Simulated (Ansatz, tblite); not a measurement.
CrO2: GFN1-xTB, run from Python

These are simulated results from tblite 0.8.0, not measurements. The cell was built from a prototype and was relaxed with r2SCAN in plane waves (Ansatz 0.2.0). It may be hypothetical. It is a single sheet, repeated along a and b, with vacuum along c. All runs are without spin polarisation, and a magnetic state may lie lower.

In-plane lattice: a = 2.599 Å, b = 2.599 Å, γ = 120.0°; thickness between the outer nuclei 2.29 Å. Cr has 6 O at 1.89 Å and 6 Cr at 2.60 Å; O has 3 Cr at 1.89 Å.

tblite solves periodic systems at the zone centre alone, so the script builds a cluster of 4×4×1 conventional cells (48 atoms), which folds in a coarse mesh of k points.

run.py reads:

```python
import json
from ase import Atoms
from ase.build import make_supercell
from ase.units import Bohr, GPa, Hartree
from tblite.interface import Calculator

atoms = Atoms(['Cr', 'O', 'O'],
              cell=[[2.599222, -0.0, 0.0], [-1.299611, 2.250992, 0.0], [0.0, 0.0, 28.814773]],
              scaled_positions=[[0.333333, 0.666667, 0.31234], [0.666667, 0.333333, 0.352078], [0.666667, 0.333333, 0.272602]],
              pbc=True)
cluster = make_supercell(atoms, [[4, 0, 0], [0, 4, 0], [0, 0, 1]])
calc = Calculator('GFN1-xTB', cluster.numbers, cluster.positions / Bohr, lattice=cluster.cell[:] / Bohr, periodic=cluster.pbc)
calc.set('temperature', 0.02 / Hartree)
calc.set('max-iter', 150)
res = calc.singlepoint()
levels = res.get('orbital-energies') * Hartree
nv = round(res.get('orbital-occupations').sum() / 2)
cells = len(cluster) // len(atoms)
out = {'energy_per_cell': res.get('energy') * Hartree / cells, 'homo': levels[nv - 1], 'lumo': levels[nv],
       'stress': (-res.get('virial') * Hartree / cluster.get_volume() / GPa).tolist(), 'charges': res.get('charges')[:len(atoms)].tolist(), 'electrons': 2 * nv / cells}
json.dump(out, open('results.json', 'w'))
for key, value in out.items():
    print(key, value)
```

Command: `python run.py`. It took 2.2 s on 1 thread of Arm Neoverse N1, with other jobs on the host, peak memory 0.1 GiB.

What it printed:

```
------------------------------------------------------------
  cycle        total energy    energy error   density error
------------------------------------------------------------
      1     -139.9186087588  -1.4012602E+02   1.4627086E+00
      2     -139.6416496432   2.7695912E-01   2.7656412E+00
      3     -172.3311875190  -3.2689538E+01   6.9230957E-01
      4     -152.9316015521   1.9399586E+01   1.6259176E+00
      5     -179.9203386706  -2.6988737E+01   1.5713950E-01
      6     -180.1570571619  -2.3671849E-01   1.2674709E-01
      7     -180.2199670264  -6.2909864E-02   1.0746911E-01
      8     -180.2474647116  -2.7497685E-02   9.9033405E-02
      9     -180.4024080511  -1.5494334E-01   1.3745852E-03
     10     -180.4020081203   3.9993074E-04   5.0662800E-03
     11     -180.4021352625  -1.2714216E-04   4.4054034E-03
     12     -180.4023182111  -1.8294866E-04   2.6078620E-03
     13     -180.4024072199  -8.9008765E-05   9.3980384E-04
     14     -180.4024238649  -1.6644955E-05   7.1676133E-05
     15     -180.4024240158  -1.5096748E-07   1.4924163E-05
------------------------------------------------------------

 total:                                   1.330 sec
energy_per_cell -306.8124999766496
homo -15.800398754317287
lumo -15.124854175627355
stress [[-2.433177826651797, -2.9109687830604283e-06, -1.0936400202818695e-13], [-2.9109687826317504e-06, -2.4331753275528425, 5.093503891691615e-14], [-1.0933354939645525e-13, 5.095041766515432e-14, -3.607062510125844]]
charges [0.7505813808729439, -0.37530962125548917, -0.37530961897593773]
electrons 18.0
```

The cycle table is in hartree for the whole cluster, and the lines after it are in eV (the energy for one cell). The printed stress is in GPa and positive in compression, and the pressure is its mean diagonal, here averaged over the vacuum too.

GFN1-xTB gives a gap of 0.68 eV. On the same cell, plane-wave PBE (Ansatz, 12×12×1 k points and the special points) gives a gap of 0.41 eV and r2SCAN a gap of 0.43 eV; on shared hosts these took about 15 and 37 core-seconds on the 3-atom cell, against 2.2 for the script. Semilocal gaps usually lie below measured ones. xTB was fitted to molecules, so gaps, charges and pressures of solids can be far off, and the gap also depends on the size of the cluster.

xTB was fitted mostly to molecules, and a small cluster samples few k points, so gaps, pressures and kinks along a curve can be far from a solid's.
